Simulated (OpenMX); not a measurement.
The system is Te2Mo.

```
CELL_PARAMETERS angstrom
3.51820 0.00000 0.00000
-1.75910 3.04685 0.00000
0.00000 0.00000 13.97360
ATOMIC_POSITIONS crystal
Te 0.66667 0.33333 0.37900
Te 0.33333 0.66667 0.87900
Te 0.66667 0.33333 0.12100
Te 0.33333 0.66667 0.62100
Mo 0.66667 0.33333 0.75000
Mo 0.33333 0.66667 0.25000
```

| Property | Result |
| --- | --- |
| Program | OpenMX 3.8.5 |
| Task | single point |
| Functional | PBE |
| Potentials or basis | OpenMX 2013 PBE set, Te7.0-s3p2d2f1, Mo7.0-s3p2d2, grid cutoff 500 Ry |
| k mesh | 9 × 9 × 3 |
| Occupations | fermi-dirac, width 0.05 eV |
| Spin | no spin polarisation |

On this cell: pressure 5.5 GPa; largest force 0.629 eV/Å; band gap on the k mesh 0.80 eV, indirect (least direct gap 1.02 eV).

The same run follows on a disturbed copy (atoms moved at random, drawn with an rms of 0.05 Å):

```
Te Mo
1.0
     3.51820    0.00000    0.00000
    -1.75910    3.04685    0.00000
     0.00000    0.00000   13.97360
Te Mo
4 2
Direct
  0.68221 0.35004 0.37941
  0.33262 0.66864 0.88013
  0.67577 0.34141 0.12384
  0.34483 0.67496 0.62304
  0.65283 0.31865 0.74889
  0.31947 0.65670 0.25247
```

**Question.** What does the disturbed cell give?

**Answer.** The energy moves by +26.3 meV/atom; pressure 6.6 GPa; largest force 1.472 eV/Å; band gap on the k mesh 0.77 eV, indirect (least direct gap 1.00 eV).

Forces in eV/Å, atoms in the order of the input:
```
Te  -0.504 -0.654  1.156
Te  -0.136 -0.393  0.339
Te  -0.405 -0.448 -0.803
Te  -0.367 -0.601 -1.283
Mo   0.511  0.991  0.962
Mo   0.909  1.088 -0.357
```

Caveats: spin-orbit coupling is left out, which moves the levels of the heavy elements; an odd mesh through Γ misses points on the zone boundary, where band edges often lie; the basis of atomic orbitals isn't converged, which shifts pressures, moduli and gaps; this functional lacks dispersion, which binds the layers, so the pressure and a relaxed spacing across them are unreliable (some runs).
